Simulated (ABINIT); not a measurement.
ZrC in ABINIT: the effect of dispersion

The system is ZrC.

```xyz
2
Lattice="0.0000 2.3650 2.3650 2.3650 0.0000 2.3650 2.3650 2.3650 0.0000" Properties=species:S:1:pos:R:3 pbc="T T T"
Zr    2.3650    2.3650    2.3650
C     0.0000    0.0000    0.0000
```

Alike in all runs:

```yaml
Program: ABINIT 10.8.3 (patched build)
Task: equation of state
Functional: PBE
Potentials_or_basis: JTH PAW PBE v2.0
Cutoff: 517 eV
k_mesh: 10 × 10 × 10
Occupations: fermi-dirac, width 0.05 eV
Spin: no spin polarisation
```

| dispersion | V0 of scaled cells (Å³/atom) | B0 (GPa) |
| --- | --- | --- |
| none | 13.05 | 221 |
| D3 | 12.81 | 231 |
| D3(BJ) | 12.76 | 230 |
| D4 | ? | ? |

Q: What does the run with dispersion D4 give?

A: V0 of scaled cells 12.86 Å³/atom; B0 227 GPa.

Caveats: pressures at fixed basis lie under the slope of the energies.
